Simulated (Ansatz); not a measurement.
**GeO2: pressure series**

Start from GeO₂ in the rutile structure (space group P4_2/mnm, No. 136; a = 4.4105 Å, c = 2.8702 Å).

Cell and atoms are relaxed at each pressure.

All numbers come from r2SCAN, PAW, 500 eV (Ansatz, a quantum-chemistry and plane-wave program; spin-orbit coupling left out).

```json
[
 {"pressure (GPa)": "-2", "volume per atom (Å³/atom)": "9.384"},
 {"pressure (GPa)": "-1", "volume per atom (Å³/atom)": "9.344"},
 {"pressure (GPa)": "0", "volume per atom (Å³/atom)": "9.305"},
 {"pressure (GPa)": "1.8", "volume per atom (Å³/atom)": "9.239"},
 {"pressure (GPa)": "4.2", "volume per atom (Å³/atom)": "9.154"},
 {"pressure (GPa)": "18", "volume per atom (Å³/atom)": "?"},
 {"pressure (GPa)": "30", "volume per atom (Å³/atom)": "8.463"},
 {"pressure (GPa)": "45", "volume per atom (Å³/atom)": "8.168"},
 {"pressure (GPa)": "60", "volume per atom (Å³/atom)": "7.919"}
]
```

Problem. Fit the third-order Birch–Murnaghan form P(V) = (3B₀/2)[(V₀/V)^(7/3) − (V₀/V)^(5/3)]·[1 + (3/4)(B₀′ − 4)((V₀/V)^(2/3) − 1)] (squares taken in P) to the rows shown and predict the withheld row.

Solution. Least squares on the printed values gives V₀ = 9.305 Å³/atom, B₀ = 251 GPa, B₀′ = 4.9; this predicts 8.748 Å³/atom, and the run gives 8.746 Å³/atom, 0.002 lower.

Measured bulk modulus of GeO2: 251 GPa (room temperature; as listed in Cem Sevik, Ceyhun Bulutay, Journal of Materials Science (2007)); the computed value is for a static lattice, so the two differ by thermal effects too.

Load acts through the strain it causes; cell and atoms are relaxed under it. No phonon test of stability was made. No other phases were tried under pressure.
